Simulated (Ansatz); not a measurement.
Set up this calculation in Ansatz 0.2.0, as the native input.

| Item | Value |
| --- | --- |
| Task | single point |
| Functional | PBEsol |
| Potentials or basis | Ansatz PAW |
| Cutoff | 420 eV (not typed: the program's choice for these potentials) |
| k mesh | 8 × 8 × 8 |
| Occupations | fermi-dirac, width 0.05 eV |
| Spin | no spin polarisation |

The system is Bi2Se3 (Paraguanajuatite).

```xyz
5
Lattice="2.0715 1.1960 9.5453 -2.0715 1.1960 9.5453 0.0000 -2.3920 9.5453" Properties=species:S:1:pos:R:3 pbc="T T T"
Bi   -0.0001   -0.0027   17.1335
Bi    0.0109   -0.0003   11.4439
Se    0.0107    0.0460   22.6044
Se    0.0127   -0.0046    6.0724
Se   -0.0123    0.0066    0.0216
```

The cell isn't the ideal one: atoms moved at random, drawn with an rms of 0.05 Å.

These files were run (other wordings do the same):

input.yaml

```yaml
crystal:
  lattice:
    - [2.0715, 1.1959810826, 9.5453333333]
    - [-2.0715, 1.1959810826, 9.5453333333]
    - [0.0, -2.3919621653, 9.5453333333]
  atoms:
    - { symbol: Bi, position: [0.597917, 0.59798, 0.599069] }
    - { symbol: Bi, position: [0.402216, 0.396957, 0.399722] }
    - { symbol: Se, position: [0.798371, 0.793197, 0.77654] }
    - { symbol: Se, position: [0.214488, 0.208334, 0.21334] }
    - { symbol: Se, position: [-0.001293, 0.004631, -0.001077] }
hamiltonian:
  xc: pbesol
  pseudopotentials: { kind: paw }
kpoints:
  mp_grid: { grid: [8, 8, 8] }
scf:
  occupations: { method: fermi_dirac, width: 0.05 }
output:
  forces: true
  stress: true
  eigenvalues: true
```

Potentials or basis: Ansatz PAW.

Command:

```bash
$ ansatz run input.yaml --threads 2 --pin off --max-ram 5632MiB --backend cpu --events-out ev --progress --plain --runs-dir out
```

It gave:

The pressure is -0.5 GPa, the largest force is 0.393 eV/Å and the band gap on the k mesh is 0.27 eV, direct.

Caveat: spin-orbit coupling is left out, which as a rule narrows the gap of such compounds by several tenths of an eV; the PAW data sets come from PBE, with cores solved anew for the run's functional, which leaves a small shift of forces and pressure.

It took 59 s on 2 threads of Arm Neoverse V2, on a shared host, peak memory 1.2 GiB.
